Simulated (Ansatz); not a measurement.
Crystal: Bi2Se3 (Paraguanajuatite).

```
CELL_PARAMETERS angstrom
2.07150 1.19598 9.54533
-2.07150 1.19598 9.54533
0.00000 -2.39196 9.54533
ATOMIC_POSITIONS crystal
Bi 0.59920 0.59920 0.59920
Bi 0.40080 0.40080 0.40080
Se 0.78830 0.78830 0.78830
Se 0.21170 0.21170 0.21170
Se 0.00000 0.00000 0.00000
```

| Property | Result |
| --- | --- |
| Program | Ansatz 0.2.0 |
| Task | relaxation of cell and atoms |
| Functional | RPBE |
| Dispersion | D3(BJ) |
| Potentials or basis | Ansatz PAW |
| Cutoff | 420 eV (not typed: the program's choice for these potentials) |
| k mesh | 8 × 8 × 8 |
| Occupations | fermi-dirac, width 0.05 eV |
| Spin | no spin polarisation |

At the start: volume 28.38 Å³/atom.

**Question.** How do energy, volume and symmetry change on relaxing?

**Answer.** It ends after 7 steps and the volume is 22.68 Å³/atom (-20.1 %); space group R-3m (No. 166, to 0.05 Å).

Step by step:
```
step  energy change (eV)  largest force (eV/Å)  volume (Å³)
   1              0.0000                0.4923       141.89
   2             -0.8033                0.6198       123.34
   3             -1.0253                0.3044       115.27
   4             -1.0467                0.0514       114.02
   5             -1.0478                0.0091       113.22
   6             -1.0479                0.0019       113.39
   7             -1.0439                0.0013       113.39
```

Final structure:
```
CELL_PARAMETERS angstrom
1.89944 1.09664 9.07229
-1.89944 1.09664 9.07229
0.00000 -2.19328 9.07229
ATOMIC_POSITIONS crystal
Bi 0.59792 0.59792 0.59792
Bi 0.40208 0.40208 0.40208
Se 0.79682 0.79682 0.79682
Se 0.20318 0.20318 0.20318
Se 0.00000 0.00000 0.00000
```

Caveat: the volume moved by over 15 % at a fixed basis, so the end points are rough; the plane-wave basis is chosen anew once the cell has moved, so the energies of steps on either side of that aren't comparable; the volume moved by -20 % from the deposited cell, more than functionals usually miss; pairwise dispersion overbinds metals, which lowers pressure and volume; the PAW data sets come from PBE, with cores solved anew for the run's functional, which leaves a small shift of forces and pressure.
